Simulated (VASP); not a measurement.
# Si (Fd-3m) in VASP: a series of runs, part 3 of 3

VASP 6.6.1.

## 5. Relaxation of cell and atoms, r2SCAN (cell and atoms relaxed tightly for response)

Contents of POSCAR:

```
Si
1.0
    0.0000000000      2.7220959755      2.7220959755
    2.7220959755      0.0000000000      2.7220959755
    2.7220959755      2.7220959755      0.0000000000
Si
2
Direct
    0.7500000000      0.7500000000      0.7500000000
    0.5000000000      0.5000000000      0.5000000000
```

Contents of INCAR.step1:

```
SYSTEM = Si
ALGO     = Normal         ! electronic algorithm
EDIFF    = 1E-4           ! SCF threshold, eV
ENCUT    = 600            ! plane-wave cutoff, eV
GGA      = PE             ! functional
ISMEAR   = 0              ! smearing method
LASPH    = .True.         ! aspherical terms in the spheres
LCHARG   = .False.        ! write CHGCAR
LREAL    = .False.        ! projectors in reciprocal space
LWAVE    = .True.         ! write WAVECAR
NELM     = 100            ! most SCF steps
PREC     = Accurate       ! precision mode
SIGMA    = 0.01           ! smearing width, eV
```

Contents of INCAR.step2:

```
SYSTEM = Si
ALGO     = Normal         ! electronic algorithm
EDIFF    = 1E-6           ! SCF threshold, eV
EDIFFG   = -0.001         ! ionic threshold
ENCUT    = 600            ! plane-wave cutoff, eV
IBRION   = 2              ! ionic algorithm
ISIF     = 3              ! what is computed and relaxed
ISMEAR   = 0              ! smearing method
ISTART   = 1            
LASPH    = .True.         ! aspherical terms in the spheres
LCHARG   = .False.        ! write CHGCAR
LMIXTAU  = .True.       
LREAL    = .False.        ! projectors in reciprocal space
LWAVE    = .False.        ! write WAVECAR
METAGGA  = R2SCAN         ! meta-GGA
NELM     = 100            ! most SCF steps
NSW      = 80             ! ionic steps
PREC     = Accurate       ! precision mode
SIGMA    = 0.01           ! smearing width, eV
```

Contents of KPOINTS:

```
k-points
0
Gamma
  10 10 10
  0 0 0
```

Potentials or basis: VASP PAW PBE potentials, release 64 (Si).

Run with:

```sh
> cat potpaw_PBE.64/Si/POTCAR > POTCAR
> cp INCAR.step1 INCAR
> mpirun -np 1 vasp_std > vasp.out
> cp INCAR.step2 INCAR
> mpirun -np 1 vasp_std > vasp.out
```

OUTCAR:

```text
SYSTEM = Si
   EDIFF = 1E-6
   EDIFFG = -0.001
   ENCUT = 600
   IBRION = 2
   ISIF = 3
   ISMEAR = 0
   ISTART = 1
   LASPH = .True.
   LREAL = .False.
   METAGGA = R2SCAN
   NELM = 100
   NSW = 80
   PREC = Accurate

 ion  position               nearest neighbor table
   1  0.750  0.750  0.750-   2 2.36   2 2.36   2 2.36   2 2.36
   2  0.500  0.500  0.500-   1 2.36   1 2.36   1 2.36   1 2.36

  LATTYP: Found a face centered cubic cell.
 ALAT       =     5.4441919510

  Lattice vectors:

 A1 = (   0.0000000000,   2.7220959755,   2.7220959755)
 A2 = (   2.7220959755,   0.0000000000,   2.7220959755)
 A3 = (   2.7220959755,   2.7220959755,   0.0000000000)

Analysis of symmetry for initial positions (statically):
=====================================================================
 Subroutine PRICEL returns:
 Original cell was already a primitive cell.

 Routine SETGRP: Setting up the symmetry group for a
 face centered cubic supercell.

 Subroutine GETGRP returns: Found 48 space group operations
 (whereof 24 operations were pure point group operations)
 out of a pool of 48 trial point group operations.

The static configuration has the point symmetry T_d .
 The point group associated with its full space group is O_h .

Analysis of symmetry for dynamics (positions and initial velocities):
=====================================================================
 Subroutine PRICEL returns:
 Original cell was already a primitive cell.

 Routine SETGRP: Setting up the symmetry group for a
 face centered cubic supercell.

 Subroutine GETGRP returns: Found 48 space group operations
 (whereof 24 operations were pure point group operations)
 out of a pool of 48 trial point group operations.

The dynamic configuration has the point symmetry T_d .
 The point group associated with its full space group is O_h .

 Subroutine INISYM returns: Found 48 space group operations
 (whereof 24 operations are pure point group operations),
 and found     1 'primitive' translations

----------------------------------------------------------------------------------------

                                     Primitive cell

  volume of cell :      40.3404

  direct lattice vectors                    reciprocal lattice vectors
     0.000000000  2.722095975  2.722095975    -0.183681988  0.183681988  0.183681988
     2.722095975  0.000000000  2.722095975     0.183681988 -0.183681988  0.183681988
     2.722095975  2.722095975  0.000000000     0.183681988  0.183681988 -0.183681988

  length of vectors
     3.849625047  3.849625047  3.849625047     0.318146535  0.318146535  0.318146535

  position of ions in fractional coordinates (direct lattice)
     0.750000000  0.750000000  0.750000000
     0.500000000  0.500000000  0.500000000

  ion indices of the primitive-cell ions
   primitive index   ion index
                 1           1
                 2           2

----------------------------------------------------------------------------------------

 KPOINTS: k-points

Automatic generation of k-mesh.
 Grid dimensions read from file:
[... 46 lines left out ...]
 [... further k-points ...]
   k-points           NKPTS =     47   k-points in BZ     NKDIM =     47   number of bands    NBANDS=      8
   number of dos      NEDOS =    301   number of ions     NIONS =      2
   total plane-waves  NPLWV =  32768
   dimension x,y,z NGX =    32 NGY =   32 NGZ =   32
   dimension x,y,z NGXF=    64 NGYF=   64 NGZF=   64
   ions per type =               2
   NGX,Y,Z   is equivalent  to a cutoff of  13.82, 13.82, 13.82 a.u.
   NGXF,Y,Z  is equivalent  to a cutoff of  27.64, 27.64, 27.64 a.u.
 SYSTEM =  Si
   PREC   = accura    normal or accurate (medium, high low for compatibility)
   ISTART =      1    job   : 0-new  1-cont  2-samecut
   ICHARG =      0    charge: 1-file 2-atom 10-const
   ISPIN  =      1    spin polarized calculation?
   LNONCOLLINEAR =      F non collinear calculations
   LSORBIT =      F    spin-orbit coupling
   LASPH  =      T    aspherical Exc in radial PAW
   ENCUT  =  600.0 eV  44.10 Ry    6.64 a.u.   7.69  7.69  7.69*2*pi/ulx,y,z
   NELM   =    100;   NELMIN=  2; NELMDL=  0     # of ELM steps
   EDIFF  = 0.1E-05   stopping-criterion for ELM
   LREAL  =      F    real-space projection
   EDIFFG = -.1E-02   stopping-criterion for IOM
   NSW    =     80    number of steps for IOM
   IBRION =      2    ionic relax: 0-MD 1-quasi-New 2-CG
   NFREE  =      1    steps in history (QN), initial steepest desc. (CG)
   ISIF   =      3    stress and relaxation
   ISYM   =      2    0-nonsym 1-usesym 2-fastsym
   POTIM  = 0.5000    time-step for ionic-motion
   TEBEG  =    0.0;   TEEND  =   0.0 temperature during run
   PSTRESS=    0.0 pullay stress
   NELECT =       8.0000    total number of electrons
   NUPDOWN=      -1.0000    fix difference up-down
   EMIN   =  10.00;   EMAX   =-10.00  energy-range for DOS
   EFERMI =   0.00;   METHOD = LEGACY
   ISMEAR =     0;   SIGMA  =   0.01  broadening in eV -4-tet -1-fermi 0-gaus
   EFERMI_NEDOS =   21; number of points for ismear=-14 and -15
   IALGO  =     38    algorithm
   IMIX   =      4    mixing-type and parameters
     AMIX     =   0.40;   BMIX     =  1.00
     AMIX_MAG =   1.60;   BMIX_MAG =  1.00
  volume/ion in A,a.u.               =      20.17       136.12
  Fermi-wavevector in a.u.,A,eV,Ry     =   0.954681  1.804085 12.400552  0.911415
  Thomas-Fermi vector in A             =   2.083449
   LORBIT       =      0    0 simple, 1 ext, 2 COOP (PROOUT), +10 PAW based schemes
   METAGGA = R2SCAN    functional components
   LHFCALC =     F    Hartree Fock is set to
   AEXX    =    0.0000 exact exchange contribution
   IVDW    =     0    specifies the selected vdW correction
   LEPSILON=     F    determine dielectric tensor
   LRPA    =     F    only Hartree local field effects (RPA)
 conjugate gradient relaxation of ions
 non-spin polarized calculation
 Gauss-broadening in eV      SIGMA  =   0.01
  energy-cutoff  :      600.00
  volume of cell :       40.34
 maximum number of plane-waves:      1363
   NGX = 15   NGY = 15   NGZ = 15

--------------------------------------- Ionic step        1  -------------------------------------------

 number of electron       8.0000000 magnetization

 Free energy of the ion-electron system (eV)
  ---------------------------------------------------
  ext. energy  EPLUGINS =         0.00000000
  ---------------------------------------------------
  free energy    TOTEN  =       -17.54951852 eV

  energy without entropy =      -17.54951852  energy(sigma->0) =      -17.54951852

------------------------ aborting loop because EDIFF is reached ----------------------------------------

  FORCE on cell =-STRESS in cart. coord.  units (eV):
  Direction    XX          YY          ZZ          XY          YZ          ZX
  --------------------------------------------------------------------------------------
  -------------------------------------------------------------------------------------
  Total       -0.0591966     -0.0591966     -0.0591966      0.0000000      0.0000000      0.0000000
  in kB       -2.3510765     -2.3510765     -2.3510765      0.0000000      0.0000000      0.0000000
  external PRESSURE =      -2.3510765 kB  Pullay stress =       0.0000000 kB
[... 59 lines left out ...]
--------------------------------------- Ionic step        3  -------------------------------------------

 number of electron       8.0000000 magnetization

 Free energy of the ion-electron system (eV)
  ---------------------------------------------------
  ext. energy  EPLUGINS =         0.00000000
  ---------------------------------------------------
  free energy    TOTEN  =       -17.54959254 eV

  energy without entropy =      -17.54959254  energy(sigma->0) =      -17.54959254

 E-fermi :   5.8036     XC(G=0):  -9.8352

 val. band max:        5.6869209690   @ k =   0.0000   0.0000   0.0000
 cond. band min:       6.4758376861   @ k =   0.4000   0.4000   0.0000
 fundamental gap:      0.7889167171
 Fermi energy:         5.8036066274

 k-point     1 :       0.0000    0.0000    0.0000
  band No.  band energies     occupation
      1      -6.8037      2.00000
      2       5.6869      2.00000
      3       5.6869      2.00000
      4       5.6869      2.00000
      5       8.4430      0.00000
      6       8.4430      0.00000
      7       8.4430      0.00000
      8       9.6142      0.00000
[... 243 lines left out ...]
 k-point    24 :       0.4000    0.3000    0.0000
  band No.  band energies     occupation
      1      -4.5363      2.00000
      2       0.0653      2.00000
      3       2.7076      2.00000
      4       3.1285      2.00000
      5       6.9523      0.00000
      6       8.2081      0.00000
      7      13.1345      0.00000
      8      13.2218      0.00000

 [... further k-points ...]
[... 5 lines left out ...]
  --------------------------------------------------------------------------------------
  -------------------------------------------------------------------------------------
  Total        0.0004188      0.0004188      0.0004188      0.0000000      0.0000000      0.0000000
  in kB        0.0166740      0.0166740      0.0166740      0.0000000      0.0000000      0.0000000
  external PRESSURE =       0.0166740 kB  Pullay stress =       0.0000000 kB
[... 17 lines left out ...]
  FREE ENERGIE OF THE ION-ELECTRON SYSTEM (eV)
  ---------------------------------------------------
  free  energy   TOTEN  =       -17.5495925419 eV

  energy  without entropy=      -17.5495925419  energy(sigma->0) =      -17.54959254

 reached required accuracy - stopping structural energy minimisation
```

It took 97 s on 1 thread of Intel Xeon Platinum 8259CL at 2.50GHz (Skylake/Cascade Lake), shared host; peak memory 0.18 GiB.

What came out:

- Free energy: -17.5496 eV
- Relaxed volume: 20.12 Å³/atom
- Relaxed cell: a = 3.847 Å, b = 3.847 Å, c = 3.847 Å, α = 60.00°, β = 60.00°, γ = 60.00°
- Space group after relaxing (to 0.05 Å): Fd-3m (No. 227)
- Energy gained by relaxing: 0.0 meV/atom
- Ionic steps: 3
- Pressure after relaxing: 0.0 GPa
- Band gap on the k mesh: 0.79 eV, indirect (least direct gap 2.76 eV)

Final structure:
```yaml
crystal:
  lattice:
    - [0.00000, 2.71989, 2.71989]
    - [2.71989, 0.00000, 2.71989]
    - [2.71989, 2.71989, 0.00000]
  atoms:
    - { symbol: Si, position: [0.75000, 0.75000, 0.75000] }
    - { symbol: Si, position: [0.50000, 0.50000, 0.50000] }
```

Levels at points of the mesh, in eV from the valence-band top:
```
           k point  band 1  band 2  band 3  band 4  band 5  band 6  band 7  band 8
(0.00, 0.00, 0.00)  -12.49    0.00    0.00    0.00    2.76    2.76    2.76    3.93
(0.50, 0.00, 0.00)  -10.05   -7.24   -1.27   -1.27    1.87    3.59    3.59    8.33
(0.50, 0.50, 0.00)   -8.14   -8.14   -3.00   -3.00    0.93    0.93   10.84   10.84
```

Caveat: the PAW data sets were made with another functional, which shifts forces and pressure a little. A k mesh can miss the band edges.

## 6. Single point, r2SCAN

Contents of POSCAR:

```
Si
1.0
    0.0000000000      2.7220959764      2.7220959764
    2.7220959764      0.0000000000      2.7220959764
    2.7220959764      2.7220959764      0.0000000000
Si
2
Direct
    0.7500000000      0.7500000000      0.7500000000
    0.5000000000      0.5000000000      0.5000000000
```

Contents of INCAR.step1:

```
PREC = Accurate ; ENCUT = 520
ISMEAR = 0 ; SIGMA = 0.02
LREAL = False ; LASPH = True
NELM = 100 ; NBANDS = 11
GGA = PE ; ALGO = Normal
EDIFF = 1E-4 ; LWAVE = True
LCHARG = False
```

Contents of INCAR.step2:

```
PREC = Accurate ; ENCUT = 520
EDIFF = 1E-7 ; ISMEAR = 0
SIGMA = 0.02 ; LREAL = False
LASPH = True ; NELM = 100
ALGO = Normal ; ISIF = 2
LWAVE = False ; LCHARG = False
METAGGA = R2SCAN ; LMIXTAU = True
NBANDS = 11 ; ISTART = 1
```

Contents of KPOINTS:

```
Automatic mesh
0
Gamma
  10 10 10
```

Potentials or basis: VASP PAW PBE potentials, release 64 (Si).

Run with:

```sh
> cat potpaw_PBE.64/Si/POTCAR > POTCAR
> cp INCAR.step1 INCAR
> mpirun -np 1 vasp_std > vasp.out
> cp INCAR.step2 INCAR
> mpirun -np 1 vasp_std > vasp.out
```

Run time: 49 s. Hardware: 1 thread of Intel Xeon 6975P-C (Granite Rapids), shared host; peak memory 0.16 GiB.

The run converged. Its results:

```yaml
Free_energy: -17.5498 eV
Pressure: -0.2 GPa
Band_gap_on_the_k_mesh: 0.79 eV, indirect (least direct gap 2.75 eV)
```

Levels at points of the mesh, in eV from the valence-band top:
```tsv
k point	band 2	band 3	band 4	band 5	band 6	band 7
(0.00, 0.00, 0.00)	0.00	0.00	0.00	2.75	2.75	2.75
(0.50, 0.00, 0.00)	-7.23	-1.27	-1.27	1.86	3.59	3.59
(0.50, 0.50, 0.00)	-8.13	-2.99	-2.99	0.93	0.93	10.81
```

Caveat: the PAW data sets were made with another functional, which shifts forces and pressure a little.

## 7. The runs side by side

| task | cell | cutoff (eV) | smearing | gap on the mesh (eV) | pressure (GPa) |
| --- | --- | --- | --- | --- | --- |
| single point | Fd-3m, 20.17 Å³/atom | 520 | gaussian 0.02 eV | 0.79 | -0.2 |
| single point | Fd-3m, 19.57 Å³/atom | 520 | gaussian 0.02 eV | 0.74 | 2.9 |
| single point | cell and atoms relaxed tightly for response | 520 | gaussian 0.01 eV | 0.79 | -0.2 |
| relaxation of cell and atoms | relaxed from: cell and atoms relaxed tightly for response | 600 | gaussian 0.01 eV | 0.79 | 0.0 |

Alike in all rows: level r2SCAN; potentials or basis VASP PAW PBE potentials, release 64 (Si); no spin polarisation; k mesh 10 × 10 × 10.

Caveats: the PAW data sets were made with another functional, which shifts forces and pressure a little.

Absolute energies hang on the potentials; compare differences alone.
